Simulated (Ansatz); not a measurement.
A run of Ansatz 0.2.0:

input.yaml

```yaml
crystal:
  lattice:
    - [0.0, 2.04275, 2.04275]
    - [2.04275, 0.0, 2.04275]
    - [2.04275, 2.04275, 0.0]
  atoms:
    - { symbol: Ag, position: [0.0, 0.0, 0.0] }
kpoints:
  mp_grid: { grid: [8, 8, 8] }
scf:
  occupations: { method: fermi_dirac, width: 0.05 }
hamiltonian:
  xc: pbe
  pseudopotentials: { kind: all_electron, lapw: { basis_error: 0.001 } }
output:
  forces: true
  stress: true
elastic:
  mode: relaxed_ion
  stencil: two_point
```

Potentials or basis: all-electron LAPW, scalar-relativistic.

The run is started by

```bash
$ ansatz run input.yaml --threads 1 --pin off --max-ram 3072MiB --backend cpu --events-out ev --progress --plain --runs-dir out
```

Hardware: 1 thread of Arm Neoverse V2, with other jobs on the host.

Question: How long does it take, and how much memory?

Answer: Wall time 22 s on 1 thread of Arm Neoverse V2, on a shared host, peak memory 0.29 GiB. Counts: scf iterations 32, plane waves 169, k points 29, bands 14.
